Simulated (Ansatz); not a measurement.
Theory: DFT PBE, scalar-relativistic, plane waves, PAW in Ansatz. Settings: cutoff 420 eV, Γ-centred meshes spaced at most about 0.3 Å⁻¹, and about 0.25 Å⁻¹ or finer for metals (2π included), Gaussian smearing. No spin polarisation in the final relaxations.

Temperature and zero-point effects are left out. All come from trial cells, and lower structures may exist.

**Question.** Which of these relaxed structures of Si2C3 is the lowest in energy?
1.

```
CELL_PARAMETERS angstrom
2.76732 0.00000 0.00000
-1.38366 2.39657 0.00000
0.00000 0.00000 13.93320
ATOMIC_POSITIONS crystal
Si 0.66667 0.33333 0.81715
Si 0.66667 0.33333 0.00000
Si 0.66667 0.33333 0.18285
Si 0.33333 0.66667 0.50000
C 0.66667 0.33333 0.32349
C 0.66667 0.33333 0.67651
C 0.33333 0.66667 0.64298
C 0.33333 0.66667 0.87639
C 0.33333 0.66667 0.12361
C 0.33333 0.66667 0.35702
```

2.

```
CELL_PARAMETERS angstrom
1.44471 0.83410 5.99992
-1.44471 0.83410 5.99992
0.00000 -1.66821 5.99992
ATOMIC_POSITIONS crystal
Si 0.26668 0.26668 0.26668
Si 0.73332 0.73332 0.73332
C 0.00000 0.00000 0.00000
C 0.53750 0.53750 0.53750
C 0.46250 0.46250 0.46250
```

3.

```
CELL_PARAMETERS angstrom
2.80684 0.00000 0.00000
-1.40342 2.43079 0.00000
0.00000 0.00000 8.72285
ATOMIC_POSITIONS crystal
Si 0.00000 0.00000 0.85393
Si 0.00000 0.00000 0.14607
C 0.00000 0.00000 0.35373
C 0.00000 0.00000 0.50000
C 0.00000 0.00000 0.64627
```

4.

```
CELL_PARAMETERS angstrom
2.66275 0.00000 0.00000
-1.33138 2.30601 0.00000
0.00000 0.00000 20.79990
ATOMIC_POSITIONS crystal
Si 0.33333 0.66667 0.05138
Si 0.33333 0.66667 0.16745
Si 0.66667 0.33333 0.94862
Si 0.66667 0.33333 0.83255
C 0.33333 0.66667 0.89413
C 0.33333 0.66667 0.38648
C 0.33333 0.66667 0.61353
C 0.66667 0.33333 0.10587
C 0.66667 0.33333 0.38647
C 0.66667 0.33333 0.61352
```

**Answer.** 2. It has space group R-3m (No. 166); the next, 4, with space group P-3m1 (No. 164), lies 132 meV/atom higher. Counting C atoms around Si (those within 1.25 times the shortest such distance or 1.15 times the sum of covalent radii), the lowest has Si 6 and the next has Si 3. The lowest holds C–C pairs (shortest 1.35 Å); the next holds Si–Si pairs (shortest 2.41 Å) and C–C nets (shortest 1.54 Å). Even the lowest lies +0.58 eV/atom against the elements.

Weakly bound directions are ill-defined at this level, which has no dispersion term (P-3m1), and this can change margins and order among such cells. With atoms moved at random, P6/mmm came back. Other cells relaxed within their symmetry can be saddle points. Some candidate types were left out of the draw beforehand, so a known form may be missing.
